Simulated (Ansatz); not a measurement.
## Be: changing the dispersion correction

The cell as given:

The structure is cubic, space group Fm-3m (No. 225). The conventional cell has a = 3.158 Å, b = 3.158 Å, c = 3.158 Å, α = 90.00°, β = 90.00°, γ = 90.00°. Be (site symmetry m-3m) has 12 Be at 2.23 Å as nearest neighbours.

This isn't the form of Be at room conditions, which is hcp.

Kept alike: task relaxation of cell and atoms; functional revPBE; k mesh 14 × 14 × 14; occupations fermi-dirac, width 0.05 eV; no spin polarisation. Program: Ansatz, Ansatz PAW, cutoff 420 eV. The mesh is that of the run's cell of 1 atom. No spin-orbit coupling.

| dispersion correction | volume (Å³/atom) |
| --- | --- |
| D3(BJ) | 7.057 |
| D4 | 7.732 |
| none | 8.044 |

The relaxations keep at least the cell's symmetry (Fm-3m). For a metal such a mesh leaves the last digits unconverged. Relaxations stop with a little pressure left, so the last digits of a volume or edge aren't settled. All rows use potentials made for PBE.

**Question.** What does the dispersion correction change here?

**Answer.** The volume runs from 7.057 (D3(BJ)) to 8.044 Å³/atom (none). Against no correction: D3(BJ) -12.3 %; D4 -3.9 %. Dispersion terms mostly attract and so lower the volume; the schemes' coefficients and damping set how far.
